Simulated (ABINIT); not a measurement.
# PbS (R3m) in ABINIT: convergence with pawecutdg

Aim: find how far pawecutdg must go before the results for PbS settle, at r2SCAN. This setting moves, with any that are tied to it; all else stays.

Everything below comes from runs of ABINIT 10.8.3 (patched build). Logs are shortened: lines on timing, memory, paths and dates and some standing lists are left out, and cuts for length are marked. The log counts tension as positive stress, the text compression.

## (1) Starting point

It takes space group R3m (No. 160, trigonal). Conventional cell: a = 4.225 Å, b = 4.225 Å, c = 10.356 Å, α = 90.00°, β = 90.00°, γ = 120.00°. Pb (site symmetry 3m) is surrounded by 6 S at 2.96 to 3.02 Å. S (site symmetry 3m) is surrounded by 6 Pb at 2.96 to 3.02 Å.

The cell is a database's computed one.

## (2) With pawecutdg 24.7

run.abi reads:

```
pp_dirpath "./"
pseudos "Pb.GGA_PBE-JTH_sp.xml, S.GGA_PBE-JTH.xml"

acell 3*1.0
rprim
     3.9923520179     2.3049855122     6.5231763210
    -3.9923520179     2.3049855122     6.5231763210
     0.0000000000    -4.6099710245     6.5231763210
ntypat 2
znucl 82 16
natom 2
typat 1 2
xred
     0.9805657800     0.9805657800     0.9805657800
     0.4750355500     0.4750355500     0.4750355500

ecut 653.073270 eV
pawecutdg 24.7

kptopt 1
ngkpt 8 8 8
nshiftk 1
shiftk 0.0 0.0 0.0

ixc -497498
usekden 1
pawxcdev 0

nband 9
occopt 7
tsmear 0.00183747

nstep 100
tolvrs 1.0e-7

iomode 3
prtwf 0
prtden 0
prteig 0
prtebands 0
enunit 1
```

Potentials or basis: JTH PAW PBE v2.0 sp.

Started as:

```bash
$ abinit run.abi > log 2>&1
```

run.abo:

```text
.Version 10.8.3 of ABINIT
 Symmetries : space group R3 m (#160); Bravais hR (rhombohedral)
================================================================================
 Values of the parameters that define the memory need of the present run
     intxc =       0    ionmov =       0      iscf =      17    lmnmax =      13
     lnmax =       5     mgfft =      36  mpssoang =       3    mqgrid =    3001
     natom =       2  nloc_mem =       2    nspden =       1   nspinor =       1
    nsppol =       1      nsym =       6    n1xccc =       1    ntypat =       2
    occopt =       7   xclevel =       2
       mpw =        2037          nfft =       46656          nkpt =          65
 PAW method is used; the additional fine FFT grid is defined by:
   mgfftf=        36    nfftf =     46656
================================================================================
================================================================================

--------------------------------------------------------------------------------
------------- Echo of variables that govern the present computation ------------
--------------------------------------------------------------------------------
 -outvars: echo values of preprocessed input variables --------
            acell      1.0000000000E+00  1.0000000000E+00  1.0000000000E+00 Bohr
              amu      2.07200000E+02  3.20660000E+01
             ecut      2.40000000E+01 Hartree
           enunit           1
                       outvar_i_n : Printing only first  50 k-points.
              ixc     -497498
                       outvar_i_n : Printing only first  50 k-points.
         kptrlatt        8    0    0      0    8    0      0    0    8
          kptrlen      6.38776323E+01
            natom           2
            nband           9
            ngfft          36      36      36
          ngfftdg          36      36      36
             nkpt          65
            nstep         100
             nsym           6
           ntypat           2
                       prtocc : prtvol=0, do not print more k-points.
           occopt           7
        pawecutdg      2.47000000E+01 Hartree
         pawxcdev           0
           prtden           0
        prtebands           0
           prteig           0
          prtkden           1
            prtwf           0
            rprim      3.9923520179E+00  2.3049855122E+00  6.5231763210E+00
                      -3.9923520179E+00  2.3049855122E+00  6.5231763210E+00
                       0.0000000000E+00 -4.6099710245E+00  6.5231763210E+00
          spgroup         160
           tolvrs      1.00000000E-07
           tsmear      1.83747000E-03 Hartree
            typat      1  2
          usekden           1
           useylm           1
                       outvars : Printing only first  50 k-points.
           xangst      9.0249619313E-17 -5.1889076336E-11  1.0154492849E+01
                      -1.7403703917E-16 -2.5137500071E-11  4.9193488023E+00
            xcart      1.7054706347E-16 -9.8056143200E-11  1.9189210432E+01
                      -3.2888233980E-16 -4.7502990625E-11  9.2962219542E+00
             xred      9.8056578000E-01  9.8056578000E-01  9.8056578000E-01
[... 128 lines left out ...]

 ----iterations are completed or convergence reached----

 Mean square residual over all n,k,spin=   29.612E-09; max=  11.889E-06
 reduced coordinates (array xred) for    2 atoms
       0.980565780000      0.980565780000      0.980565780000
       0.475035550000      0.475035550000      0.475035550000
 rms dE/dt=  2.6766E-03; max dE/dt=  3.3560E-03; dE/dt below (all hartree)
    1       0.003355986498      0.003355986498      0.003355986498
    2      -0.001750844098     -0.001750844098     -0.001750844098

 cartesian coordinates (angstrom) at end:
    1      0.00000000000000    -0.00000000005189    10.15449284886116
    2     -0.00000000000000    -0.00000000002514     4.91934880231067

 cartesian forces (hartree/bohr) at end:
    1     -0.00000000000000     0.00000000000000    -0.00039143741834
    2      0.00000000000000    -0.00000000000000     0.00039143741834
 frms,max,avg= 2.2599650E-04 3.9143742E-04   0.000E+00  0.000E+00 -1.230E-04 h/b

 cartesian forces (eV/Angstrom) at end:
    1     -0.00000000000000     0.00000000000000    -0.02012852135222
    2      0.00000000000000    -0.00000000000000     0.02012852135222
 frms,max,avg= 1.1621207E-02 2.0128521E-02   0.000E+00  0.000E+00 -6.327E-03 e/A
 length scales=  1.000000000000  1.000000000000  1.000000000000 bohr
              =  0.529177210544  0.529177210544  0.529177210544 angstroms
 Fermi (or HOMO) energy (eV) =   1.99938   Average Vxc (eV)=  -9.97666
 Eigenvalues (   eV  ) for nkpt=  65  k points:
 kpt#   1, nband=  9, wtk=  0.00195, kpt=  0.0000  0.0000  0.0000 (reduced coord)
 -12.28353   -4.47081   -0.43378   -0.43378   -0.42898    7.16088    7.19030    7.19030
   8.56187
 prteigrs : prtvol=0 or 1, do not print more k-points.

--- !EnergyTerms
iteration_state     : {dtset: 1, }
comment             : Components of total free energy in Hartree
kinetic             :  5.64771625973277E+00
hartree             :  1.79690587032114E+00
xc                  : -7.62350090017288E+00
Ewald energy        : -1.28686781317654E+01
psp_core            :  1.22395049465162E+00
local_psp           : -6.58228025342316E+00
PAW spherical_terms :  6.04493747770350E+01
internal            :  4.20434881163791E+01
'-kT*entropy'       : -1.85473099327852E-18
total_energy        :  4.20434881163791E+01
total_energy_eV     :  1.14406159426310E+03
...

--- !EnergyTermsDC
iteration_state     : {dtset: 1, }
comment             : '"Double-counting" decomposition of free energy'
band_energy         : -1.47654964395878E+00
Ewald energy        : -1.28686781317654E+01
psp_core            :  1.22395049465162E+00
xc_dc               : -3.20522319917686E+00
PAW spherical_terms :  5.83699300757299E+01
internal            :  4.20434295954805E+01
'-kT*entropy'       : -1.85473099327852E-18
total_energy_dc     :  4.20434295954805E+01
total_energy_dc_eV  :  1.14406000182833E+03
...

--- !EnergyTermsWithPAWCore
iteration_state     : {dtset: 1, }
comment             : 'Components of total free energy, including PAW core contributions'
Total energy        : -2.12819801505967E+04
Total energy DC     : -2.12819802091176E+04
Total energy (eV)   : -5.79112181957188E+05
Total energy DC (eV): -5.79112183549623E+05
...

 Cartesian components of stress tensor (hartree/bohr^3)
  sigma(1 1)= -2.24691943E-05  sigma(3 2)=  1.72501521E-14
  sigma(2 2)= -2.24691943E-05  sigma(3 1)=  0.00000000E+00
  sigma(3 3)= -2.05629673E-05  sigma(2 1)=  0.00000000E+00

-Cartesian components of stress tensor (GPa)         [Pressure=  6.4237E-01 GPa]
- sigma(1 1)= -6.61066521E-01  sigma(3 2)=  5.07516998E-10
- sigma(2 2)= -6.61066521E-01  sigma(3 1)=  0.00000000E+00
- sigma(3 3)= -6.04983384E-01  sigma(2 1)=  0.00000000E+00

== END DATASET(S) ==============================================================
================================================================================

 -outvars: echo values of variables after computation  --------
            acell      1.0000000000E+00  1.0000000000E+00  1.0000000000E+00 Bohr
           etotal      4.2043429595E+01
            fcart     -1.6876602920E-21  1.8885430337E-20 -3.9143741834E-04
                       1.6876602920E-21 -1.8885430337E-20  3.9143741834E-04
            rprim      3.9923520179E+00  2.3049855122E+00  6.5231763210E+00
                      -3.9923520179E+00  2.3049855122E+00  6.5231763210E+00
                       0.0000000000E+00 -4.6099710245E+00  6.5231763210E+00
           strten     -2.2469194344E-05 -2.2469194341E-05 -2.0562967258E-05
                       1.7250152133E-14  0.0000000000E+00  0.0000000000E+00
           xangst      9.0249619313E-17 -5.1889076336E-11  1.0154492849E+01
                      -1.7403703917E-16 -2.5137500071E-11  4.9193488023E+00
             xred      9.8056578000E-01  9.8056578000E-01  9.8056578000E-01
                       4.7503555000E-01  4.7503555000E-01  4.7503555000E-01
 Calculation completed.
```

Run time: 2.6 min. Hardware: 1 thread of Arm Neoverse V1, shared host; peak memory 0.16 GiB.

What came out:

* Free energy: 1144.0600 eV
* Pressure: 0.6 GPa
* Largest force: 0.020 eV/Å
* Band gap on the k mesh: 0.74 eV, direct
* Valence electrons inside the program's atomic spheres: Pb 2.47; S 3.54

## (3) With pawecutdg 28.8

Changes to run.abi since step 2:

```diff
@@ -17,3 +17,3 @@
 ecut 653.073270 eV
-pawecutdg 24.7
+pawecutdg 28.8
```

Potentials or basis: JTH PAW PBE v2.0 sp.

Started as:

```bash
$ abinit run.abi > log 2>&1
```

Run time: 2.6 min. Hardware: 1 thread of Arm Neoverse V1, shared host; peak memory 0.17 GiB.

It converged, with:

```
Free energy                                           : 1144.0799 eV
Pressure                                              : -0.1 GPa
Largest force                                         : 0.028 eV/Å
Band gap on the k mesh                                : 0.75 eV, direct
Valence electrons inside the program's atomic spheres : Pb 2.47; S 3.51
```

## (4) With pawecutdg 36

Changes to run.abi since step 3:

```diff
@@ -17,3 +17,3 @@
 ecut 653.073270 eV
-pawecutdg 28.8
+pawecutdg 36.0
```

Started as:

```bash
$ abinit run.abi > log 2>&1
```

Run time: 2.6 min. Hardware: 1 thread of Arm Neoverse V1, shared host; peak memory 0.18 GiB.

Results (log left out):

- Free energy: 1144.0791 eV
- Pressure: 0.0 GPa
- Largest force: 0.025 eV/Å
- Band gap on the k mesh: 0.75 eV, direct
- Valence electrons inside the program's atomic spheres: Pb 2.47; S 3.54

## (5) With pawecutdg 43.2

Changes to run.abi since step 4:

```diff
@@ -17,3 +17,3 @@
 ecut 653.073270 eV
-pawecutdg 36.0
+pawecutdg 43.2
```

Started as:

```bash
$ abinit run.abi > log 2>&1
```

It took 2.6 min on 1 thread of Arm Neoverse V1, shared host; peak memory 0.19 GiB.

The run converged. Its results:

| Item | Value |
| --- | --- |
| Free energy | 1144.0829 eV |
| Pressure | -0.1 GPa |
| Largest force | 0.029 eV/Å |
| Band gap on the k mesh | 0.75 eV, direct |
| Valence electrons inside the program's atomic spheres | Pb 2.47; S 3.53 |

## (6) With pawecutdg 52.8

Changes to run.abi since step 5:

```diff
@@ -17,3 +17,3 @@
 ecut 653.073270 eV
-pawecutdg 43.2
+pawecutdg 52.8
```

Potentials or basis: JTH PAW PBE v2.0 sp.

Started as:

```bash
$ abinit run.abi > log 2>&1
```

It took 2.6 min on 1 thread of Arm Neoverse V1, shared host; peak memory 0.22 GiB.

Results (log left out):

| Item | Value |
| --- | --- |
| Free energy | 1144.0837 eV |
| Pressure | -0.1 GPa |
| Largest force | 0.029 eV/Å |
| Band gap on the k mesh | 0.75 eV, direct |
| Valence electrons inside the program's atomic spheres | Pb 2.47; S 3.52 |

## (7) With pawecutdg 64.8

Changes to run.abi since step 6:

```diff
@@ -17,3 +17,3 @@
 ecut 653.073270 eV
-pawecutdg 52.8
+pawecutdg 64.8
```

Started as:

```bash
$ abinit run.abi > log 2>&1
```

Run time: 2.6 min. Hardware: 1 thread of Arm Neoverse V1, shared host; peak memory 0.25 GiB.

It converged, with:

- Free energy: 1144.0838 eV
- Pressure: -0.1 GPa
- Largest force: 0.028 eV/Å
- Band gap on the k mesh: 0.75 eV, direct
- Valence electrons inside the program's atomic spheres: Pb 2.47; S 3.53

## (8) With pawecutdg 79.2

Changes to run.abi since step 7:

```diff
@@ -17,3 +17,3 @@
 ecut 653.073270 eV
-pawecutdg 64.8
+pawecutdg 79.2
```

Started as:

```bash
$ abinit run.abi > log 2>&1
```

It took 2.7 min on 1 thread of Arm Neoverse V1, shared host; peak memory 0.33 GiB.

Results (log left out):

| Property | Result |
| --- | --- |
| Free energy | 1144.0839 eV |
| Pressure | -0.1 GPa |
| Largest force | 0.029 eV/Å |
| Band gap on the k mesh | 0.75 eV, direct |
| Valence electrons inside the program's atomic spheres | Pb 2.47; S 3.53 |

## (9) Summary

```tsv
pawecutdg	energy less the tightest run, at zero smearing (meV/atom)	pressure (GPa)	largest force (eV/Å)	gap on the mesh (eV)	SCF cycles	CPU time (s)	peak memory (GiB)
24.7	-11.95	0.64	0.020	0.743	12	150	0.16
28.8	-2.00	-0.10	0.028	0.753	12	160	0.17
36	-2.42	0.04	0.025	0.751	12	160	0.18
43.2	-0.49	-0.10	0.029	0.753	12	160	0.19
52.8	-0.09	-0.07	0.029	0.753	12	160	0.22
64.8	-0.05	-0.09	0.028	0.753	12	160	0.25
79.2	0.00	-0.09	0.029	0.753	12	160	0.33
```

Against the tightest run, the energy stays within 1 meV/atom from 43.2 on; the pressure stays within 0.1 GPa from 43.2 on; the largest force stays within 0.005 eV/Å from 28.8 on; the gap on the mesh stays within 0.01 eV from 28.8 on. The tightest run that finished is the yardstick and may itself not be fully converged.

Caveats: totals of a meta-GGA on PAW files have another zero than those of a GGA; the PAW data sets were made with another functional, which shifts forces and pressure a little; spin-orbit coupling is left out, which as a rule narrows the gap of such compounds by several tenths of an eV; this set keeps more shells in the core, which shifts pressures and gaps.
